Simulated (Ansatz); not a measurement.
## Electron scattering at the Σ11 (113) boundary in fcc Pt with Ti (substitutional)

How much does the Σ11 (113) boundary in fcc Pt with Ti (substitutional) reflect electrons?

Calculated with Ansatz 0.2.0; Ansatz plane-wave DFT, PBE, PAW files; relaxation of a bicrystal slab with its lowest layers held; PAW set soft_1, in the first sound run; inputs show where later runs differ.

## 1. The starting structure

The cell holds 17 atoms: 16 Pt and 1 Ti. Its edges and angles: a = 2.773 Å, b = 4.803 Å, c = 29.969 Å, α = 90.0°, β = 90.0°, γ = 73.2°. It derives from Pt. built on the (1 1 3) plane; 1 overlapping atoms removed and the grains opened by 0.05 Å. Vacuum lies along c.

## 2. Relaxing the bicrystal

The boundary is built by mirroring the lower grain in the boundary plane and removing any atoms that overlap; then the Ti is put in at the boundary. A thin bicrystal slab is relaxed first, with the lowest layers held and the upper grain free to shift and open.

File input.yaml:

```yaml
crystal:
  lattice:
    - [2.7731313745, 0.0, 0.0]
    - [1.3865656872, 4.5987181317, 0.0]
    - [0.0, 0.0, 29.9694750592]
  atoms:
    - { symbol: Pt, position: [0.909090909, 0.1818181818, 0.1668364224] }
    - { symbol: Pt, position: [0.6363636363, 0.7272727273, 0.2062921416] }
    - { symbol: Pt, position: [0.3636363636, 0.2727272727, 0.2457478607] }
    - { symbol: Pt, position: [0.0909090909, 0.8181818182, 0.2852035799] }
    - { symbol: Pt, position: [0.8181818182, 0.3636363636, 0.324659299] }
    - { symbol: Pt, position: [0.5454545454, 0.9090909091, 0.3641150182] }
    - { symbol: Pt, position: [0.2727272727, 0.4545454545, 0.4035707373] }
    - { symbol: Ti, position: [0.0, 0.0, 0.4430264565] }
    - { symbol: Pt, position: [0.2727272727, 0.4545454545, 0.4841505399] }
    - { symbol: Pt, position: [0.5454545454, 0.9090909091, 0.523606259] }
    - { symbol: Pt, position: [0.8181818182, 0.3636363636, 0.5630619782] }
    - { symbol: Pt, position: [0.0909090909, 0.8181818182, 0.6025176973] }
    - { symbol: Pt, position: [0.3636363636, 0.2727272727, 0.6419734165] }
    - { symbol: Pt, position: [0.6363636363, 0.7272727273, 0.6814291357] }
    - { symbol: Pt, position: [0.909090909, 0.1818181818, 0.7208848548] }
    - { symbol: Pt, position: [0.1818181817, 0.6363636364, 0.760340574] }
    - { symbol: Pt, position: [0.4545454545, 0.0909090909, 0.7997962931] }
kpoints:
  mp_grid: { grid: [9, 9, 1] }
hamiltonian:
  xc: pbe
  pseudopotentials: { kind: paw, azcp: { folder: soft_1 } }
scf:
  occupations: { method: fermi_dirac, width: 0.1 }
relax:
  f_tol: 0.03
  max_steps: 80
  constraints: [{ sites: [0, 1, 2] }]
```

Run with:

```sh
ansatz run input.yaml --threads 4 --pin off --max-ram 15360MiB --backend cpu --events-out ev --progress --plain --runs-dir out
```

Numbers of over 12 decimals in the logs are rounded to 6 here.

The log of the run:

```text
Engine: ansatz 0.2.0, aarch64-unknown-linux-gnu
Pseudopotentials: kind: paw
Pseudopotential: Pt, paw, valence charge 18, recommended cutoff 420 eV (normal), soft_1/Pt.paw.azcp
Pseudopotential: Ti, paw, valence charge 12, recommended cutoff 420 eV (normal), soft_1/Ti.paw.azcp
Functional definition: PBE
  parameter kappa = 0.804
  parameter beta = 0.066725
  exchange = pbe_x(kappa = kappa, mu = beta*pi^2/3)
  correlation = pbe_c(beta = beta)
Crystal: 17 atoms, lattice volume = 382.196 Å³
Basis set: ecut = 420 eV, 7451 PW (Γ), exchange–correlation on 40×72×432 points (8 copies of the dense FFT grid, shifted against one another)
Bands: 180, of which v1, the nominal top of the filled ones, is band 150 counted from 1 (149 counted from 0)
Symmetry: 2 space group operations
Space group: Cm (ITA 8), of the structure as read, at distance tolerance 7.3e-5 Å
k-points: 25 of 81 (time reversal used)
Non-local potential: Pt, projectors of the file, l = 0: 3, l = 1: 2, l = 2: 2, l = 3: 1
Non-local potential: Ti, projectors of the file, l = 0: 3, l = 1: 2, l = 2: 3, l = 3: 1
PAW form: soft (Blöchl's): semilocal exchange-correlation on the pseudo side does not see the compensation charge
PAW one-centre angular grid: Pt, 590 points (default); XC on 64 Gauss nodes
PAW one-centre angular grid: Ti, 590 points (default); XC on 64 Gauss nodes
Initial density: superposition of atomic densities (neutral atoms: chi_scale 0, normalization atom)
Initial wavefunctions: pseudopotential atomic-orbital guess
Functional: x = pbe(κ = 0.804, μ = 0.219515), c = pbe(β = 0.066725)
SCF iter   1: F=—  HF=-202904.230159 eV  |F-HF|=—  |Δ(HF+E_count)|=         —  Δρ=1.10e-1  dr2=2.30e2  ethr=3.10e-3  ⟨swp⟩=6.0  Hψ=16015  notcnv=0  defer=45
preconditioner: auto → LDOS  [metal: Δε(μ)=0.008 eV  Ē_g=7.010 eV  σ=0.100 eV  W_gap=0.02  n_scr=110 (ndim 8)  ℏωp=24.3 eV  f_vac=0.294  D(μ)=23.15/eV (n_scr^D=266)  β→1.0]
SCF iter   2: F=—  HF=-202901.608667 eV  |F-HF|=—  |Δ(HF+E_count)|=    2.62e0  Δρ=7.39e-2  dr2=2.99e1  ethr=3.10e-3  ⟨swp⟩=3.0  Hψ=11669  notcnv=0  defer=212
SCF iter   3: F=—  HF=-202894.506701 eV  |F-HF|=—  |Δ(HF+E_count)|=    7.10e0  Δρ=1.01e-2  dr2=1.02e0  ethr=3.10e-3  ⟨swp⟩=3.1  Hψ=9226  notcnv=0  defer=258
SCF iter   4: F=—  HF=-202894.386427 eV  |F-HF|=—  |Δ(HF+E_count)|=   1.20e-1  Δρ=3.95e-3  dr2=2.63e-1  ethr=3.40e-4  ⟨swp⟩=2.3  Hψ=7733  notcnv=0  defer=258
SCF iter   5: F=—  HF=-202894.373355 eV  |F-HF|=—  |Δ(HF+E_count)|=   1.31e-2  Δρ=1.78e-3  dr2=4.13e-2  ethr=8.76e-5  ⟨swp⟩=2.2  Hψ=6228  notcnv=0  defer=258
SCF iter   6: F=—  HF=-202894.371769 eV  |F-HF|=—  |Δ(HF+E_count)|=   1.59e-3  Δρ=7.87e-4  dr2=6.17e-3  ethr=1.38e-5  ⟨swp⟩=1.6  Hψ=4852  notcnv=0  defer=258
SCF iter   7: F=—  HF=-202894.372322 eV  |F-HF|=—  |Δ(HF+E_count)|=   5.53e-4  Δρ=3.01e-4  dr2=9.00e-4  ethr=2.06e-6  ⟨swp⟩=2.0  Hψ=6367  notcnv=0  defer=258
SCF iter   8: F=—  HF=-202894.372276 eV  |F-HF|=—  |Δ(HF+E_count)|=   4.64e-5  Δρ=1.49e-4  dr2=2.26e-4  ethr=3.00e-7  ⟨swp⟩=2.2  Hψ=6167  notcnv=0  defer=258
SCF iter   9: F=—  HF=-202894.372262 eV  |F-HF|=—  |Δ(HF+E_count)|=   1.38e-5  Δρ=6.11e-5  dr2=3.50e-5  ethr=7.53e-8  ⟨swp⟩=2.0  Hψ=6248  notcnv=0  defer=258
SCF iter  10: F=-202894.372254 eV  HF=-202894.372259 eV  |F-HF|=5.46e-6  |Δ(HF+E_count)|=   2.97e-6  Δρ=2.46e-5  dr2=6.40e-6  ethr=7.50e-9  ⟨swp⟩=4.8  Hψ=13654  notcnv=0
SCF 1 converged in 10 iterations: F = -202894.372254 eV  dr2 = 6.40e-6
  greatest PAW one-centre occupation: 1.000 electrons in one spin orbital (limit 2), on the Pt atom at site 6 (counted from 0), in its partial waves of l = 0
relax step   1: F+E_penalty+E_count = -202894.37225352 eV  Δ(F+E_penalty+E_count) = +0.000e0 eV  max|allowed force component| = 2.482e0 eV/Å  Δτ_max = 0.0000 Å  (10 SCF iters, dr2 threshold 2.25e-5 eV, accepted)
Initial density: handed on by an earlier stage of this run
Initial wavefunctions: those handed on with the density
iter 1 solved again at ethr=2.75e-4 eV; its pass at ethr=3.10e-3 eV (dr2=8.24e-1 eV) is discarded
SCF iter   1: F=—  HF=-202894.806901 eV  |F-HF|=—  |Δ(HF+E_count)|=         —  Δρ=1.13e-2  dr2=8.18e-1  ethr=2.75e-4  ⟨swp⟩=2.0  Hψ=15833  notcnv=0  defer=253
preconditioner: auto → LDOS  [metal: Δε(μ)=0.002 eV  Ē_g=7.177 eV  σ=0.100 eV  W_gap=0.00  n_scr=110 (ndim 8)  ℏωp=24.3 eV  f_vac=0.290  D(μ)=24.51/eV (n_scr^D=280)  β→1.0]
SCF iter   2: F=—  HF=-202894.781047 eV  |F-HF|=—  |Δ(HF+E_count)|=   2.59e-2  Δρ=4.01e-3  dr2=9.82e-2  ethr=2.73e-4  ⟨swp⟩=2.0  Hψ=7160  notcnv=0  defer=253
SCF iter   3: F=—  HF=-202894.760549 eV  |F-HF|=—  |Δ(HF+E_count)|=   2.05e-2  Δρ=1.72e-3  dr2=4.13e-2  ethr=3.27e-5  ⟨swp⟩=3.0  Hψ=8638  notcnv=0  defer=253
SCF iter   4: F=—  HF=-202894.754784 eV  |F-HF|=—  |Δ(HF+E_count)|=   5.76e-3  Δρ=7.64e-4  dr2=6.49e-3  ethr=1.38e-5  ⟨swp⟩=2.0  Hψ=6377  notcnv=0  defer=253
SCF iter   5: F=—  HF=-202894.754192 eV  |F-HF|=—  |Δ(HF+E_count)|=   5.92e-4  Δρ=2.95e-4  dr2=1.13e-3  ethr=2.16e-6  ⟨swp⟩=2.0  Hψ=6577  notcnv=0  defer=253
SCF iter   6: F=—  HF=-202894.754100 eV  |F-HF|=—  |Δ(HF+E_count)|=   9.23e-5  Δρ=1.29e-4  dr2=1.68e-4  ethr=3.77e-7  ⟨swp⟩=2.0  Hψ=6269  notcnv=0  defer=253
SCF iter   7: F=-202894.754055 eV  HF=-202894.754087 eV  |F-HF|=3.26e-5  |Δ(HF+E_count)|=   1.28e-5  Δρ=5.43e-5  dr2=3.57e-5  ethr=3.33e-8  ⟨swp⟩=3.0  Hψ=16585  notcnv=0
SCF 2 converged in 7 iterations: F = -202894.754055 eV  dr2 = 3.57e-5
relax step   2: F+E_penalty+E_count = -202894.75405470 eV  Δ(F+E_penalty+E_count) = -3.818e-1 eV  max|allowed force component| = 6.784e-1 eV/Å  Δτ_max = 0.1970 Å  (7 SCF iters, dr2 threshold 1.00e-4 eV, accepted)
iter 1 solved again at ethr=2.16e-4 eV; its pass at ethr=3.10e-3 eV (dr2=6.47e-1 eV) is discarded
SCF iter   1: F=—  HF=-202895.031027 eV  |F-HF|=—  |Δ(HF+E_count)|=         —  Δρ=1.47e-2  dr2=6.46e-1  ethr=2.16e-4  ⟨swp⟩=1.7  Hψ=17536  notcnv=0  defer=230
preconditioner: auto → LDOS  [metal: Δε(μ)=0.003 eV  Ē_g=7.101 eV  σ=0.100 eV  W_gap=0.01  n_scr=110 (ndim 8)  ℏωp=24.3 eV  f_vac=0.284  D(μ)=24.57/eV (n_scr^D=280)  β→1.0]
SCF iter   2: F=—  HF=-202894.978857 eV  |F-HF|=—  |Δ(HF+E_count)|=   5.22e-2  Δρ=6.22e-3  dr2=3.35e-1  ethr=2.15e-4  ⟨swp⟩=2.1  Hψ=7792  notcnv=0  defer=230
SCF iter   3: F=—  HF=-202894.909001 eV  |F-HF|=—  |Δ(HF+E_count)|=   6.99e-2  Δρ=2.06e-3  dr2=3.20e-2  ethr=1.12e-4  ⟨swp⟩=2.5  Hψ=7384  notcnv=0  defer=230
SCF iter   4: F=—  HF=-202894.904020 eV  |F-HF|=—  |Δ(HF+E_count)|=   4.98e-3  Δρ=7.15e-4  dr2=9.75e-3  ethr=1.07e-5  ⟨swp⟩=3.0  Hψ=8253  notcnv=0  defer=230
SCF iter   5: F=—  HF=-202894.904006 eV  |F-HF|=—  |Δ(HF+E_count)|=   1.37e-5  Δρ=3.17e-4  dr2=1.48e-3  ethr=3.25e-6  ⟨swp⟩=2.1  Hψ=6172  notcnv=0  defer=253
SCF iter   6: F=—  HF=-202894.903939 eV  |F-HF|=—  |Δ(HF+E_count)|=   6.75e-5  Δρ=1.37e-4  dr2=1.94e-4  ethr=4.93e-7  ⟨swp⟩=2.1  Hψ=5876  notcnv=0  defer=253
SCF iter   7: F=—  HF=-202894.903924 eV  |F-HF|=—  |Δ(HF+E_count)|=   1.43e-5  Δρ=6.77e-5  dr2=4.85e-5  ethr=6.48e-8  ⟨swp⟩=2.0  Hψ=6347  notcnv=0  defer=253
SCF iter   8: F=-202894.903912 eV  HF=-202894.903922 eV  |F-HF|=1.02e-5  |Δ(HF+E_count)|=   2.51e-6  Δρ=3.10e-5  dr2=1.10e-5  ethr=9.59e-9  ⟨swp⟩=4.4  Hψ=12972  notcnv=0
SCF 3 converged in 8 iterations: F = -202894.903912 eV  dr2 = 1.10e-5
relax step   3: F+E_penalty+E_count = -202894.90391178 eV  Δ(F+E_penalty+E_count) = -1.499e-1 eV  max|allowed force component| = 1.228e-1 eV/Å  Δτ_max = 0.1932 Å  (8 SCF iters, dr2 threshold 2.88e-5 eV, accepted)
[...]
relax step   4: F+E_penalty+E_count = -202894.96450641 eV  Δ(F+E_penalty+E_count) = -6.059e-2 eV  max|allowed force component| = 1.709e-1 eV/Å  Δτ_max = 0.2000 Å  (10 SCF iters, dr2 threshold 9.42e-7 eV, accepted)
[...]
relax step   5: F+E_penalty+E_count = -202894.97861027 eV  Δ(F+E_penalty+E_count) = -1.410e-2 eV  max|allowed force component| = 2.611e-2 eV/Å  Δτ_max = 0.1053 Å  (9 SCF iters, dr2 threshold 1.83e-6 eV, accepted)
iter 1 solved again at ethr=2.77e-10 eV; its pass at ethr=3.10e-3 eV (dr2=8.31e-7 eV) is discarded
SCF iter   1: F=—  HF=-202894.978591 eV  |F-HF|=—  |Δ(HF+E_count)|=         —  Δρ=8.39e-6  dr2=8.36e-7  ethr=2.77e-10  ⟨swp⟩=1.7  Hψ=10587  notcnv=0  defer=253
preconditioner: auto → LDOS  [metal: Δε(μ)=0.005 eV  Ē_g=6.999 eV  σ=0.100 eV  W_gap=0.01  n_scr=110 (ndim 8)  ℏωp=24.3 eV  f_vac=0.275  D(μ)=24.75/eV (n_scr^D=280)  β→1.0]
SCF iter   2: F=—  HF=-202894.978611 eV  |F-HF|=—  |Δ(HF+E_count)|=   2.04e-5  Δρ=6.04e-6  dr2=4.05e-7  ethr=2.77e-10  ⟨swp⟩=2.0  Hψ=6433  notcnv=0  defer=253
SCF iter   3: F=—  HF=-202894.978611 eV  |F-HF|=—  |Δ(HF+E_count)|=   6.17e-8  Δρ=3.83e-6  dr2=1.62e-7  ethr=1.35e-10  ⟨swp⟩=2.0  Hψ=6610  notcnv=0  defer=253
SCF iter   4: F=-202894.978611 eV  HF=-202894.978611 eV  |F-HF|=3.09e-8  |Δ(HF+E_count)|=   1.46e-8  Δρ=1.84e-6  dr2=3.48e-8  ethr=3.33e-11  ⟨swp⟩=4.0  Hψ=12616  notcnv=0
SCF 6 converged in 4 iterations: F = -202894.978611 eV  dr2 = 3.48e-8
relax step   6: F+E_penalty+E_count = -202894.97861095 eV  Δ(F+E_penalty+E_count) = -6.864e-7 eV  max|allowed force component| = 2.597e-2 eV/Å  Δτ_max = 0.0000 Å  (4 SCF iters, accepted)
SCF converged after 4 iterations
Free energy (F): -202894.978611 eV
Harris-Foulkes:  -202894.978611 eV  (|F-HF|=3.09e-8)
Internal energy: -202894.181525 eV  (E = F + TS)
E sigma→0 (E₀):  -202894.580068 eV
Entropy (-TS):   -0.797086 eV (-46.887 meV/atom)
Fermi energy:    13.521103 eV
--- Per-component energies (eV) ---
  E_band       = -4985.847643
  E_kinetic    = 9818.815048
  E_local      = -309606.098621  (includes V_loc(G=0)·N_el)
  E_nonlocal   = 3319.943662
  E_hartree    = 150606.646270
  E_xc         = -3827.167972
  E_vxc        = -4478.780141  (∫ρ·V_xc dr)
  E_paw        = -152782.541385  (= ΣΔE_a)
  E_vpaw       = -5253.044539  (= ΣTr[D̂ρ^β])
  E_aug_tail   = 0.017895  (compensation charges beyond the density's cutoff)
  E_ewald      = 99576.203577
  E_smearing   = -0.797086  (= −TS)
  E_closure    = -0.000000  (closes the sum)
  Σ components = -202894.978611   (vs F -202894.978611, Δ=0.00e0)
--- Forces (eV/Å), atoms counted from 1 ---
  atom   1  Pt     0.00000000    -0.02025693     0.44613352
  atom   2  Pt     0.00000000    -0.16340160    -0.70515680
  atom   3  Pt    -0.00000000     0.17988782     0.26849831
  atom   4  Pt    -0.00000000     0.00103906     0.00438076
  atom   5  Pt    -0.00000000     0.00202930    -0.01840580
  atom   6  Pt    -0.00000000     0.00164875    -0.01258658
  atom   7  Pt     0.00000000    -0.00197032    -0.02084325
  atom   8  Ti    -0.00000000     0.00392553    -0.01440653
  atom   9  Pt     0.00000000    -0.00427730     0.00899624
  atom  10  Pt    -0.00000000     0.00826052     0.00405470
  atom  11  Pt    -0.00000000     0.00003358     0.02225216
  atom  12  Pt     0.00000000    -0.00370306     0.01088745
  atom  13  Pt     0.00000000    -0.00382852     0.00835905
  atom  14  Pt     0.00000000    -0.01043538     0.00614796
  atom  15  Pt     0.00000000    -0.00034860    -0.01321399
  atom  16  Pt    -0.00000000     0.00070771    -0.02103067
  atom  17  Pt    -0.00000000     0.01068317     0.02597152
  max |Σ_I F_I| component: 3.80e-5 eV/Å
--- Relaxed structure (6 steps of the walk, 6 accepted, 0 SCFs on fresh bases) ---
  F+E_penalty+E_count = -202894.97861095 eV   max|allowed force component| = 2.597e-2 eV/Å
  atoms:
    - { symbol: Pt, position: [0.9090909091, 0.181818, 0.166836] }
    - { symbol: Pt, position: [0.63636363635, 0.727273, 0.206292] }
    - { symbol: Pt, position: [0.363636, 0.272727, 0.245748] }
    - { symbol: Pt, position: [0.088819, 0.822362, 0.288395] }
    - { symbol: Pt, position: [0.817791, 0.364418, 0.327416] }
    - { symbol: Pt, position: [0.545418, 0.909164, 0.372460] }
    - { symbol: Pt, position: [0.276233, 0.447535, 0.408013] }
    - { symbol: Ti, position: [0.0027146, -0.00542921, 0.451866] }
    - { symbol: Pt, position: [0.275582, 0.448837, 0.495201] }
    - { symbol: Pt, position: [0.545104, 0.909792, 0.531444] }
    - { symbol: Pt, position: [0.816658, 0.366683, 0.575550] }
    - { symbol: Pt, position: [0.087633, 0.824734, 0.615828] }
    - { symbol: Pt, position: [0.359845, 0.280309, 0.656693] }
    - { symbol: Pt, position: [0.632456, 0.735089, 0.698153] }
    - { symbol: Pt, position: [0.905392, 0.189216, 0.737278] }
    - { symbol: Pt, position: [0.190470, 0.619060, 0.783364] }
    - { symbol: Pt, position: [0.462310, 0.075380, 0.814531] }
```

Wall time 4.5 min (4 threads of Arm Neoverse V2, shared host); peak memory 2.3 GiB; 18 min of CPU time.

Step by step:

| step | energy less that of the first step (eV) | largest force component (eV/Å) |
| --- | --- | --- |
| 1 | 0.0000 | 2.4824 |
| 2 | -0.3818 | 0.6784 |
| 3 | -0.5317 | 0.1228 |
| 4 | -0.5923 | 0.1709 |
| 5 | -0.6064 | 0.0261 |
| 6 | -0.6064 | 0.0260 |

The run keeps the 2 symmetry operations that it works with, so distortions that break them were not tested.

The atoms that moved most (Å):

| atom | dx | dy | dz | length |
| --- | --- | --- | --- | --- |
| Pt16 | 0.000 | -0.080 | 0.690 | 0.695 |
| Pt14 | 0.000 | 0.036 | 0.501 | 0.502 |
| Pt15 | 0.000 | 0.034 | 0.491 | 0.492 |
| Pt17 | 0.000 | -0.071 | 0.442 | 0.447 |
| Pt13 | 0.000 | 0.035 | 0.441 | 0.443 |
| Pt12 | 0.000 | 0.030 | 0.399 | 0.400 |
| Pt11 | 0.000 | 0.014 | 0.374 | 0.375 |
| Pt9 | 0.000 | -0.026 | 0.331 | 0.332 |

This step gave:

| Quantity | Value |
| --- | --- |
| free energy | -202894.9786 eV |
| energy at zero smearing | -202894.5801 eV |
| Fermi energy | 13.52 eV |

The largest force component on a free atom ends at 0.026 eV/Å, under the tolerance of 0.03, after 6 steps.

(Part 1 of 2 ends here.)

[Logs are printed without paths, hosts, clocks, repeated set-up lines and the standing remarks that a program may print on its own settings, such as how far it seeks lower states.]

[Hosts, paths, dates, database ids (printed as entryN), source tags and the programs' standing remarks are cut or masked in the printed files.]
